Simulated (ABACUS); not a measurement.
Ca under changes of volume

One of the cells (44.958 Å³/atom); the others are scaled copies at fixed shape and fractional positions:

```
Ca
1.0
    -2.24000    2.24000    2.24000
     2.24000   -2.24000    2.24000
     2.24000    2.24000   -2.24000
Ca
1
Direct
  0.00000 0.00000 0.00000
```

This isn't the form of Ca at room conditions, which is fcc.

| Property | Result |
| --- | --- |
| Program | ABACUS 3.10.1 |
| Functional | PBE |
| Potentials or basis | PseudoDojo NC SR 0.4.1 PBE standard |
| Cutoff | 925 eV |
| Density cutoff | 3701 eV |
| Basis | plane waves |
| k mesh | 8 × 8 × 8 |
| Occupations | fermi-dirac, width 0.05 eV |
| Spin | no spin polarisation |

```tsv
volume (Å³/atom)	energy over the lowest point (meV/atom)	pressure (GPa)
42.260	0.00	-0.1
43.159	1.20	-0.4
44.059	4.17	-0.7
44.958	8.82	-1.0
45.857	15.00	-1.3
46.756	22.60	-1.5
47.655	?	?
```

Task: What does the run at 47.655 Å³/atom give?

Result: Energy over the lowest point 31.52 meV/atom; pressure -1.7 GPa.

Worked out: A Birch-Murnaghan fit of order 3 (a polynomial in V^(-2/3)) to the other rows has its minimum at 42.14 Å³/atom, just outside them, with B0 = V·E''(V) = 16.3 GPa (rough, since the energies scatter). It gives 31.53 meV/atom at 47.655 Å³/atom, against the run's 31.52, and -dE/dV = -1.7 GPa, against -1.7.

Energies are extrapolated to zero smearing.

Caveats: the cell was measured hot, at 740 K.
